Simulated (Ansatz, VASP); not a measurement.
**Al: VASP beside Ansatz**

File INCAR:

```
SYSTEM = Al
  ALGO = Normal
  EDIFF = 1E-7
  ENCUT = 520
  GGA = PE
  ISIF = 2
  ISMEAR = 0
  LASPH = .True.
  LCHARG = .True.
  LELF = .True.
  LREAL = .False.
  LVHAR = .True.
  LWAVE = .False.
  NBANDS = 8
  NELM = 60
  PREC = Accurate
  SIGMA = 0.013000000000000001
```

File KPOINTS:

```
k-points
0
Gamma
  11 11 11
  0 0 0
```

Contents of POSCAR:

```
Al
1.0
    0.0000000000      2.0248050000      2.0248050000
    2.0248050000      0.0000000000      2.0248050000
    2.0248050000      2.0248050000      0.0000000000
Al
1
Direct
    0.0000000000      0.0000000000      0.0000000000
```

Contents of input.yaml:

```yaml
crystal:
  lattice:
    - [0.0, 2.024805, 2.024805]
    - [2.024805, 0.0, 2.024805]
    - [2.024805, 2.024805, 0.0]
  atoms:
    - { symbol: Al, position: [0.0, 0.0, 0.0] }
hamiltonian:
  xc: pbe
  pseudopotentials: { kind: paw }
kpoints:
  mp_grid: { grid: [11, 11, 11] }
scf:
  occupations: { method: gaussian, width: 0.013 }
output:
  forces: true
  stress: true
  eigenvalues: true
```

Alike in both runs: task single point; functional PBE; k mesh 11 × 11 × 11; occupations gaussian, width 0.013 eV; no spin polarisation.

```csv
,VASP,Ansatz
version,VASP 6.6.1,Ansatz 0.2.0
potentials or method,"VASP PAW PBE potentials, release 64 (Al)",Ansatz PAW
plane-wave cutoff (eV),520,420
valence electrons in the cell,3,3
```

|  | VASP | Ansatz | Ansatz less VASP |
| --- | --- | --- | --- |
| gap on the k mesh at the Fermi level (eV) | none | none | - |
| pressure (GPa) | -0.6 | -0.5 | +0.04 |

A gap of «none» marks a metal or a gap that the smearing closes.
